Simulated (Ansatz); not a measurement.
# In2O3 (R-3c) in Ansatz: settings compared

One crystal, In2O3, is run at these levels: PBE, RPBE, r2SCAN+rVV10; tasks: relaxation of cell and atoms, single point.

All numbers are computed with Ansatz 0.2.0; they aren't measurements. Logs are shortened: lines on timing, memory, paths and dates and some standing lists are left out, and cuts for length are marked.

**Experimental background.**

“Fabrication and performance enhancement of an In2O3/BiVO4 heterojunction for N-butanol gas sensing applications”, 2024, pmc:11650617 reports, for a powder of In2O3: band gap 3.08 eV (optical).

The results are compared with them further down.

## (1) The structure

Symmetry: R-3c, No. 167, trigonal system. Conventional cell: a = 5.487 Å, b = 5.487 Å, c = 14.510 Å, α = 90.00°, β = 90.00°, γ = 120.00°. In (site symmetry 3) is surrounded by 6 O at 2.12 to 2.26 Å. O (site symmetry 2) is surrounded by 4 In at 2.12 to 2.26 Å.

## (2) Relaxation of cell and atoms, PBE

input.yaml reads:

```yaml
crystal:
  lattice:
    - [2.7435, 1.5839604635, 4.8366666667]
    - [-2.7435, 1.5839604635, 4.8366666667]
    - [0.0, -3.167920927, 4.8366666667]
  atoms:
    - { symbol: In, position: [0.85731, 0.85731, 0.85731] }
    - { symbol: In, position: [0.64269, 0.64269, 0.64269] }
    - { symbol: In, position: [0.14269, 0.14269, 0.14269] }
    - { symbol: In, position: [0.35731, 0.35731, 0.35731] }
    - { symbol: O, position: [0.048, 0.75, 0.452] }
    - { symbol: O, position: [0.75, 0.452, 0.048] }
    - { symbol: O, position: [0.452, 0.048, 0.75] }
    - { symbol: O, position: [0.952, 0.25, 0.548] }
    - { symbol: O, position: [0.25, 0.548, 0.952] }
    - { symbol: O, position: [0.548, 0.952, 0.25] }
hamiltonian:
  xc: pbe
  pseudopotentials: { kind: paw }
kpoints:
  mp_grid: { grid: [6, 6, 6] }
scf:
  occupations: { method: fermi_dirac, width: 0.05 }
output:
  forces: true
  stress: true
  eigenvalues: true
relax:
  f_tol: 0.01
  max_steps: 40
  cell: { stress_tol: 0.05 }
```

Potentials or basis: Ansatz PAW.

On the command line:

```console
$ ansatz run input.yaml --threads 4 --pin off --max-ram 11264MiB --backend cpu --events-out ev --progress --plain --runs-dir out
```

What it wrote:

```text
Warning: RAYON_NUM_THREADS=4 ignored (pool sized by the plan → 4); use --threads N
Engine: ansatz 0.2.0, aarch64-unknown-linux-gnu
Pseudopotentials: kind: paw
Pseudopotential: In, paw, valence charge 13, recommended cutoff 420 eV (normal), In.paw.azcp
Pseudopotential: O, paw, valence charge 6, recommended cutoff 420 eV (normal), O.paw.azcp
Functional definition: PBE
  parameter kappa = 0.804
  parameter beta = 0.06672455060314922
  exchange = pbe_x(kappa = kappa, mu = beta*pi^2/3)
  correlation = pbe_c(beta = beta)
Crystal: 10 atoms, lattice volume = 126.109 Å³
Basis set: ecut = 420 eV, 2453 PW (Γ), exchange–correlation on 80×80×80 points (8 copies of the dense FFT grid, shifted against one another)
Bands: 54, of which v1, the nominal top of the filled ones, is band 44 counted from 1 (43 counted from 0)
Symmetry: 12 space group operations
Space group: R-3c (ITA 167), of the structure as read, at distance tolerance 5.0e-5 Å
k-points: 32 of 216
Non-local potential: In, projectors of the file, l = 0: 2, l = 1: 2, l = 2: 2, l = 3: 2
Non-local potential: O, projectors of the file, l = 0: 2, l = 1: 2, l = 2: 1
PAW form: soft (Blöchl's): semilocal exchange-correlation on the pseudo side does not see the compensation charge
PAW one-centre angular grid: In, 590 points (default); XC on 64 Gauss nodes
PAW one-centre angular grid: O, 110 points (default); XC on 64 Gauss nodes
Initial density: superposition of atomic densities (neutral atoms: chi_scale 0, normalization atom), corrected by the library's trained network
Initial wavefunctions: pseudopotential atomic-orbital guess
Functional: x = pbe(κ = 0.804, μ = 0.2195149727645171), c = pbe(β = 0.06672455060314922)
SCF iter   1: F=—  HF=-25796.295086 eV  |F-HF|=—  |Δ(HF+E_count)|=         —  Δρ=9.63e-4  dr2=4.12e-4  ethr=1.77e-3  ⟨swp⟩=6.2  Hψ=7050  notcnv=0  defer=17
preconditioner: auto → Resta (q_TF=auto, 2.569 Å⁻¹)  ε∞=4.6  [insulator: Δε(μ)=1.298 eV  Ē_g=16.390 eV  σ=0.050 eV  W_gap=1.00  n_scr=32 (ndim 8)  ℏωp=31.0 eV  f_vac=0.019  D(μ)=0.00/eV (n_scr^D=0)  ε∞_Penn≈4.6]
SCF iter   2: F=—  HF=-25796.295720 eV  |F-HF|=—  |Δ(HF+E_count)|=   6.35e-4  Δρ=5.23e-4  dr2=8.74e-5  ethr=4.69e-7  ⟨swp⟩=2.7  Hψ=3811  notcnv=0  defer=57
SCF iter   3: F=—  HF=-25796.296072 eV  |F-HF|=—  |Δ(HF+E_count)|=   3.51e-4  Δρ=2.15e-4  dr2=2.41e-5  ethr=9.93e-8  ⟨swp⟩=2.0  Hψ=2163  notcnv=0  defer=57
SCF iter   4: F=—  HF=-25796.296134 eV  |F-HF|=—  |Δ(HF+E_count)|=   6.23e-5  Δρ=3.27e-5  dr2=1.54e-6  ethr=2.74e-8  ⟨swp⟩=2.7  Hψ=2995  notcnv=0  defer=57
SCF iter   5: F=—  HF=-25796.296135 eV  |F-HF|=—  |Δ(HF+E_count)|=   1.07e-6  Δρ=9.68e-6  dr2=1.27e-7  ethr=1.75e-9  ⟨swp⟩=3.0  Hψ=3378  notcnv=0  defer=57
SCF iter   6: F=-25796.296135 eV  HF=-25796.296135 eV  |F-HF|=9.39e-9  |Δ(HF+E_count)|=   1.23e-7  Δρ=3.28e-6  dr2=1.26e-8  ethr=1.14e-10  ⟨swp⟩=9.1  Hψ=7518  notcnv=0
SCF 1 converged in 6 iterations: F = -25796.296135 eV  dr2 = 1.26e-8
relax step   1: F+E_penalty+E_count = -25796.29613513 eV  Δ(F+E_penalty+E_count) = +0.000e0 eV  max|allowed force component| = 1.259e-1 eV/Å  Δτ_max = 0.0000 Å  P = +8.447 GPa  Ω = 126.109 Å³  (6 SCF iters, dr2 threshold 1.00e-7 eV, accepted)
Crystal: 10 atoms, lattice volume = 132.554 Å³
Basis set: ecut = 420 eV, 2615 PW (Γ), exchange–correlation on 80×80×80 points (8 copies of the dense FFT grid, shifted against one another)
Initial density: handed on by an earlier stage of this run
Initial wavefunctions: those handed on with the density
iter 1 solved again at ethr=8.09e-5 eV; its pass at ethr=3.10e-3 eV (dr2=7.12e-2 eV) is discarded
SCF iter   1: F=—  HF=-25796.438563 eV  |F-HF|=—  |Δ(HF+E_count)|=         —  Δρ=7.55e-3  dr2=6.61e-2  ethr=8.09e-5  ⟨swp⟩=2.6  Hψ=7694  notcnv=0
preconditioner: auto → Resta (q_TF=auto, 2.548 Å⁻¹)  ε∞=4.6  [insulator: Δε(μ)=0.907 eV  Ē_g=15.964 eV  σ=0.050 eV  W_gap=1.00  n_scr=32 (ndim 8)  ℏωp=30.3 eV  f_vac=0.029  D(μ)=0.00/eV (n_scr^D=0)  ε∞_Penn≈4.6]
SCF iter   2: F=—  HF=-25796.421046 eV  |F-HF|=—  |Δ(HF+E_count)|=   1.75e-2  Δρ=2.09e-3  dr2=5.54e-3  ethr=7.51e-5  ⟨swp⟩=2.0  Hψ=2827  notcnv=0
SCF iter   3: F=—  HF=-25796.420459 eV  |F-HF|=—  |Δ(HF+E_count)|=   5.87e-4  Δρ=1.03e-3  dr2=1.75e-3  ethr=6.30e-6  ⟨swp⟩=2.0  Hψ=2941  notcnv=0
SCF iter   4: F=—  HF=-25796.420668 eV  |F-HF|=—  |Δ(HF+E_count)|=   2.09e-4  Δρ=2.98e-4  dr2=1.45e-4  ethr=1.99e-6  ⟨swp⟩=2.3  Hψ=3153  notcnv=0
SCF iter   5: F=—  HF=-25796.420787 eV  |F-HF|=—  |Δ(HF+E_count)|=   1.19e-4  Δρ=6.52e-5  dr2=5.87e-6  ethr=1.64e-7  ⟨swp⟩=2.9  Hψ=3427  notcnv=0
SCF iter   6: F=-25796.420797 eV  HF=-25796.420797 eV  |F-HF|=2.94e-7  |Δ(HF+E_count)|=   9.66e-6  Δρ=1.15e-5  dr2=2.31e-7  ethr=1.14e-9  ⟨swp⟩=7.9  Hψ=8205  notcnv=0
[... 65 lines left out ...]
basis re-selected at this cell: Δ(F+E_penalty+E_count) = -1.195e-3 eV, ΔP = +0.006 GPa vs the last step (what re-selecting the basis moved, of the pressure what is left beyond the Pulay correction that the steps carried, after the strain that the cell walked since its last selection, with what the two solves' SCF thresholds leave and, on support functions, any second-order correction that the steps lacked; it is no measure of the basis error at this ecutwfc). This SCF's stress stands 2.24e-2 GPa from its target on what of the cell is left free (relax.cell.stress_tol is 5.00e-2 GPa) and its largest allowed force component is 1.33e-4 eV/Å (relax.f_tol is 1.00e-2 eV/Å): within both
SCF converged after 5 iterations
Free energy (F): -25796.457768 eV
Harris-Foulkes:  -25796.457768 eV  (|F-HF|=4.37e-11)
Internal energy: -25796.457763 eV  (E = F + TS)
E sigma→0 (E₀):  -25796.457765 eV
Entropy (-TS):   -0.000005 eV (-0.000 meV/atom)
Fermi energy:    8.858352 eV
--- Per-component energies (eV) ---
  E_band       = -19.808278
  E_kinetic    = 2026.688185
  E_local      = -6027.398617  (includes V_loc(G=0)·N_el)
  E_nonlocal   = 1773.046326
  E_hartree    = 2311.991240
  E_xc         = -1296.111158
  E_vxc        = -953.626529  (∫ρ·V_xc dr)
  E_paw        = -17591.206867  (= ΣΔE_a)
  E_vpaw       = -1462.514580  (= ΣTr[D̂ρ^β])
  E_aug_tail   = 0.014528  (compensation charges beyond the density's cutoff)
  E_ewald      = -6993.481399
  E_smearing   = -0.000005  (= −TS)
  E_closure    = -0.000000  (closes the sum)
  Σ components = -25796.457768   (vs F -25796.457768, Δ=0.00e0)
--- Forces (eV/Å), atoms counted from 1 ---
  atom   1  In    -0.00000000     0.00000000    -0.00013274
  atom   2  In    -0.00000000     0.00000000     0.00013274
  atom   3  In     0.00000000    -0.00000000     0.00013274
  atom   4  In     0.00000000     0.00000000    -0.00013274
  atom   5  O     -0.00000821    -0.00001422     0.00000000
  atom   6  O     -0.00000821     0.00001422     0.00000000
  atom   7  O      0.00001642     0.00000000     0.00000000
  atom   8  O      0.00000821     0.00001422    -0.00000000
  atom   9  O      0.00000821    -0.00001422    -0.00000000
  atom  10  O     -0.00001642     0.00000000    -0.00000000
  max |Σ_I F_I| component: 1.62e-17 eV/Å
--- Stress (GPa, compression-positive) ---
        0.015170       0.000000      -0.000000
        0.000000       0.015170       0.000000
       -0.000000       0.000000       0.022382
  P = ⅓ Tr σ = 0.0176 GPa (0.176 kbar)
--- Band table (eV; the first three rows and the last of 32) ---
  k-point 0: bands = ["-9.0673", "-8.2681", "-8.2681", "-8.0705", "-8.0705", "-7.9899", "-4.0684", "-4.0684", "-3.9469", "-3.9346", "-3.9346", "-3.8205", "-3.7993", "-3.7993", "-3.7658", "-3.7658", "-3.7233", "-3.7233", "-3.6256", "-3.6213", "-3.6213", "-3.6125", "-3.3430", "-3.3430", "-2.7024", "-2.7024", "2.8037", "3.1847", "4.4480", "4.4480", "5.1430", "5.3864", "5.7771", "5.7771", "5.9759", "7.5425", "7.5425", "7.8194", "7.9255", "7.9255", "8.0311", "8.0311", "8.1974", "8.1974", "9.2414", "13.6040", "14.1313", "15.2296", "17.1219", "17.1618", "17.1618", "17.6029", "17.9262", "17.9262"]
  k-point 1: bands = ["-8.9975", "-8.2593", "-8.2542", "-8.1322", "-8.0855", "-8.0143", "-4.0530", "-4.0418", "-3.9644", "-3.9403", "-3.9182", "-3.8357", "-3.7914", "-3.7895", "-3.7806", "-3.7667", "-3.7320", "-3.7197", "-3.6412", "-3.6189", "-3.6188", "-3.5454", "-3.3683", "-3.3293", "-2.8037", "-2.7359", "2.9182", "3.1764", "4.1141", "4.7954", "4.9549", "5.6137", "5.8630", "6.1521", "6.3793", "6.7664", "7.4361", "7.4796", "7.7956", "7.7987", "7.9906", "8.0519", "8.0943", "8.2218", "10.1537", "13.8721", "14.0019", "14.9570", "16.1553", "16.8336", "17.5306", "17.6191", "18.3611", "18.4913"]
  k-point 2: bands = ["-8.8082", "-8.3097", "-8.2280", "-8.2132", "-8.1262", "-8.0739", "-4.0342", "-4.0035", "-3.9525", "-3.9323", "-3.8968", "-3.8532", "-3.8236", "-3.8057", "-3.7759", "-3.7700", "-3.7214", "-3.7005", "-3.6742", "-3.6196", "-3.6128", "-3.4699", "-3.3432", "-3.2871", "-3.0078", "-2.8563", "3.1787", "3.3935", "3.6748", "4.8151", "5.3607", "5.6880", "5.8723", "6.3365", "6.7111", "6.8205", "7.1061", "7.1224", "7.6234", "7.6537", "7.7012", "7.7628", "8.1464", "8.2722", "11.5531", "13.7982", "13.9378", "14.2587", "15.8963", "16.4746", "17.3116", "18.0206", "18.1153", "18.3389"]
  k-point 31: bands = ["-8.5594", "-8.5594", "-8.1717", "-8.1717", "-8.1717", "-8.1717", "-3.9860", "-3.9860", "-3.9659", "-3.9659", "-3.9659", "-3.9659", "-3.8211", "-3.8211", "-3.8211", "-3.8211", "-3.6343", "-3.6343", "-3.6343", "-3.6343", "-3.5334", "-3.5334", "-3.0946", "-3.0946", "-3.0946", "-3.0946", "3.4666", "3.4666", "4.7475", "4.7475", "5.4991", "5.4991", "5.4991", "5.4991", "6.4046", "6.4046", "7.2407", "7.2407", "7.2407", "7.2407", "8.0869", "8.0869", "8.0869", "8.0869", "12.3767", "12.3767", "15.0051", "15.0051", "16.3740", "16.3740", "17.7586", "17.7586", "17.7586", "17.7586"]
--- Relaxed structure (6 steps of the walk, 6 accepted, 2 SCFs on fresh bases) ---
  F+E_penalty+E_count = -25796.45776758 eV   max|allowed force component| = 1.327e-4 eV/Å   (the final SCF, on the basis selected at the relaxed cell)
  cell:  # Å, volume = 132.4105 Å³
    - [2.7876234338652766, 1.6094351399414264, 4.9188513125596955]
    - [-2.7876234338652766, 1.6094351399414264, 4.9188513125596955]
    - [1.184032636376743e-17, -3.218870279882853, 4.9188513125596955]
  atoms:
    - { symbol: In, position: [0.8572074519375726, 0.8572074519375726, 0.8572074519375726] }
    - { symbol: In, position: [0.6427925480624279, 0.6427925480624279, 0.6427925480624279] }
    - { symbol: In, position: [0.14279254806242764, 0.14279254806242764, 0.14279254806242764] }
    - { symbol: In, position: [0.3572074519375725, 0.3572074519375725, 0.3572074519375725] }
    - { symbol: O, position: [0.04654765151167789, 0.75, 0.4534523484883224] }
    - { symbol: O, position: [0.75, 0.4534523484883224, 0.046547651511677834] }
    - { symbol: O, position: [0.4534523484883224, 0.04654765151167778, 0.7500000000000002] }
    - { symbol: O, position: [0.9534523484883224, 0.2500000000000003, 0.5465476515116781] }
    - { symbol: O, position: [0.2500000000000002, 0.5465476515116781, 0.9534523484883225] }
    - { symbol: O, position: [0.5465476515116781, 0.9534523484883225, 0.2500000000000002] }
```

Wall time 32 s (4 threads of Arm Neoverse V1, shared host); peak memory 0.67 GiB.

Results:

- Free energy: -25796.4578 eV
- Relaxed volume: 13.24 Å³/atom
- Relaxed cell: a = 5.878 Å, b = 5.878 Å, c = 5.878 Å, α = 56.62°, β = 56.62°, γ = 56.62°
- Space group after relaxing (to 0.05 Å): R-3c (No. 167)
- Energy gained by relaxing: 16.2 meV/atom
- Ionic steps: 8
- Pressure after relaxing: 0.0 GPa
- Band gap on the k mesh: 0.97 eV, indirect (least direct gap 1.04 eV)

Step by step:
| step | energy change (eV) | largest force (eV/Å) | volume (Å³) |
| --- | --- | --- | --- |
| 1 | 0.0000 | 0.1259 | 126.11 |
| 2 | -0.1247 | 0.0970 | 132.55 |
| 3 | -0.1278 | 0.0559 | 132.15 |
| 4 | -0.1292 | 0.0277 | 132.09 |
| 5 | -0.1291 | 0.0081 | 132.14 |
| 6 | -0.1613 | 0.0061 | 132.14 |
| 7 | -0.1604 | 0.0001 | 132.41 |
| 8 | -0.1616 | 0.0001 | 132.41 |

Final structure:
```cif
data_structure
_symmetry_space_group_name_H-M 'P 1'
_symmetry_Int_Tables_number 1
_cell_length_a 5.8785
_cell_length_b 5.8785
_cell_length_c 5.8785
_cell_angle_alpha 56.616
_cell_angle_beta 56.616
_cell_angle_gamma 56.616
_cell_volume 132.41
loop_
_atom_site_label
_atom_site_type_symbol
_atom_site_fract_x
_atom_site_fract_y
_atom_site_fract_z
_atom_site_occupancy
In1 In 0.85721 0.85721 0.85721 1
In2 In 0.64279 0.64279 0.64279 1
In3 In 0.14279 0.14279 0.14279 1
In4 In 0.35721 0.35721 0.35721 1
O1 O 0.04655 0.75000 0.45345 1
O2 O 0.75000 0.45345 0.04655 1
O3 O 0.45345 0.04655 0.75000 1
O4 O 0.95345 0.25000 0.54655 1
O5 O 0.25000 0.54655 0.95345 1
O6 O 0.54655 0.95345 0.25000 1
```

Levels at points of the mesh, in eV from the valence-band top:
```
              k point  band 41  band 42  band 43  band 44  band 45  band 46  band 47  band 48
   (0.00, 0.00, 0.00)    -0.24    -0.24    -0.08    -0.08     0.97     5.33     5.86     6.96
  (0.00, 0.00, -0.50)    -0.72    -0.72    -0.06    -0.06     4.63     4.63     5.55     5.55
 (0.00, -0.50, -0.50)    -0.52    -0.35    -0.10    -0.05     4.81     5.19     6.06     6.22
(-0.50, -0.50, -0.50)    -0.19    -0.19    -0.19    -0.19     4.10     4.10     6.73     6.73
```

Caveat: the plane-wave basis is chosen anew once the cell has moved, so the energies of steps on either side of that aren't comparable; the pressure holds a Pulay correction of +0.7 GPa for the finite cutoff; spin-orbit coupling is left out, which moves the levels of the heavy elements. A k mesh can miss the band edges.

## (3) Relaxation of cell and atoms, RPBE

input.yaml, as its differences from that of step 2:

```diff
@@ -17,3 +17,3 @@
 hamiltonian:
-  xc: pbe
+  xc: rpbe
   pseudopotentials: { kind: paw }
```

Potentials or basis: Ansatz PAW.

On the command line:

```console
$ ansatz run input.yaml --threads 4 --pin off --max-ram 11264MiB --backend cpu --events-out ev --progress --plain --runs-dir out
```

Run time: 43 s. Hardware: 4 threads of Arm Neoverse V1, shared host; peak memory 0.67 GiB.

Results (log left out):

| Property | Result |
| --- | --- |
| Free energy | -25840.4578 eV |
| Relaxed volume | 13.60 Å³/atom |
| Relaxed cell | a = 5.939 Å, b = 5.939 Å, c = 5.939 Å, α = 56.47°, β = 56.47°, γ = 56.47° |
| Space group after relaxing (to 0.05 Å) | R-3c (No. 167) |
| Energy gained by relaxing | 36.7 meV/atom |
| Ionic steps | 10 |
| Pressure after relaxing | 0.0 GPa |
| Band gap on the k mesh | 0.89 eV, indirect (least direct gap 0.98 eV) |

Step by step:
```csv
step,energy change (eV),largest force (eV/Å),volume (Å³)
1,0.0000,0.1041,126.11
2,-0.3096,0.0988,136.03
3,-0.3131,0.0645,135.56
4,-0.3149,0.0348,135.50
5,-0.3150,0.0184,135.57
6,-0.3152,0.0114,135.52
7,-0.3152,0.0001,135.54
8,-0.3657,0.0032,135.54
9,-0.3648,0.0004,136.03
10,-0.3665,0.0002,136.03
```

Final structure:
```
In O
1.0
     2.80966    1.62216    4.97438
    -2.80966    1.62216    4.97438
     0.00000   -3.24431    4.97438
In O
4 6
Direct
  0.85685 0.85685 0.85685
  0.64315 0.64315 0.64315
  0.14315 0.14315 0.14315
  0.35685 0.35685 0.35685
  0.04716 0.75000 0.45284
  0.75000 0.45284 0.04716
  0.45284 0.04716 0.75000
  0.95284 0.25000 0.54716
  0.25000 0.54716 0.95284
  0.54716 0.95284 0.25000
```

Levels at points of the mesh, in eV from the valence-band top:
| k point | band 42 | band 43 | band 44 | band 45 | band 46 | band 47 |
| --- | --- | --- | --- | --- | --- | --- |
| (0.00, 0.00, 0.00) | -0.23 | -0.09 | -0.09 | 0.89 | 5.33 | 5.71 |
| (0.00, 0.00, -0.50) | -0.71 | -0.06 | -0.06 | 4.52 | 4.52 | 5.45 |
| (0.00, -0.50, -0.50) | -0.35 | -0.11 | -0.05 | 4.67 | 5.09 | 5.91 |
| (-0.50, -0.50, -0.50) | -0.18 | -0.18 | -0.18 | 4.01 | 4.01 | 6.56 |

Caveat: the plane-wave basis is chosen anew once the cell has moved, so the energies of steps on either side of that aren't comparable; the pressure holds a Pulay correction of +0.6 GPa for the finite cutoff; spin-orbit coupling is left out, which moves the levels of the heavy elements; the PAW data sets come from PBE, with cores solved anew for the run's functional, which leaves a small shift of forces and pressure.

## (4) Relaxation of cell and atoms, r2SCAN+rVV10

input.yaml, as its differences from that of step 3:

```diff
@@ -17,4 +17,5 @@
 hamiltonian:
-  xc: rpbe
+  xc: r2scan
   pseudopotentials: { kind: paw }
+  dispersion: rvv10
 kpoints:
```

On the command line:

```console
$ ansatz run input.yaml --threads 4 --pin off --max-ram 11264MiB --backend cpu --events-out ev --progress --plain --runs-dir out
```

It took 51 s on 4 threads of Arm Neoverse V1, shared host; peak memory 1.2 GiB.

The run converged. Its results:

* Free energy: -25852.5130 eV
* Relaxed volume: 12.64 Å³/atom
* Relaxed cell: a = 5.778 Å, b = 5.778 Å, c = 5.778 Å, α = 56.82°, β = 56.82°, γ = 56.82°
* Space group after relaxing (to 0.05 Å): R-3c (No. 167)
* Energy gained by relaxing: 0.5 meV/atom
* Ionic steps: 5
* Pressure after relaxing: 0.0 GPa
* Largest force after relaxing: 0.007 eV/Å
* Band gap on the k mesh: 1.82 eV, indirect (least direct gap 1.85 eV)

Forces on the atoms (eV/Å):
```
In   0.000  0.000 -0.007
In   0.000  0.000  0.007
In   0.000  0.000  0.007
In   0.000  0.000 -0.007
O   -0.002 -0.004  0.000
O   -0.002  0.004  0.000
O    0.004  0.000  0.000
O    0.002  0.004  0.000
O    0.002 -0.004  0.000
O   -0.004  0.000  0.000
```

The path:
| step | energy change (eV) | largest force (eV/Å) | volume (Å³) |
| --- | --- | --- | --- |
| 1 | 0.0000 | 0.1364 | 126.11 |
| 2 | -0.0040 | 0.0654 | 126.37 |
| 3 | -0.0046 | 0.0113 | 126.40 |
| 4 | -0.0047 | 0.0065 | 126.40 |
| 5 | -0.0049 | 0.0066 | 126.40 |

Final structure:
```
CELL_PARAMETERS angstrom
2.74917 1.58723 4.82769
-2.74917 1.58723 4.82769
0.00000 -3.17446 4.82769
ATOMIC_POSITIONS crystal
In 0.85743 0.85743 0.85743
In 0.64257 0.64257 0.64257
In 0.14257 0.14257 0.14257
In 0.35743 0.35743 0.35743
O 0.04635 0.75000 0.45365
O 0.75000 0.45365 0.04635
O 0.45365 0.04635 0.75000
O 0.95365 0.25000 0.54635
O 0.25000 0.54635 0.95365
O 0.54635 0.95365 0.25000
```

Levels at points of the mesh, in eV from the valence-band top:
```tsv
k point	band 42	band 43	band 44	band 45	band 46	band 47
(0.00, 0.00, 0.00)	-0.27	-0.03	-0.03	1.82	6.17	7.04
(0.00, 0.00, -0.50)	-0.71	-0.06	-0.06	5.55	5.55	6.59
(0.00, -0.50, -0.50)	-0.32	-0.07	-0.03	5.84	6.11	7.16
(-0.50, -0.50, -0.50)	-0.19	-0.19	-0.19	4.97	4.97	7.96
```

Caveat: the plane-wave basis is chosen anew once the cell has moved, so the energies of steps on either side of that aren't comparable; spin-orbit coupling is left out, which moves the levels of the heavy elements; the PAW data sets come from PBE, with cores solved anew for the run's functional, which leaves a small shift of forces and pressure. r2SCAN opens gaps a little over a GGA but as a rule still falls short of measured ones.

(Part 1 of 2 ends here.)
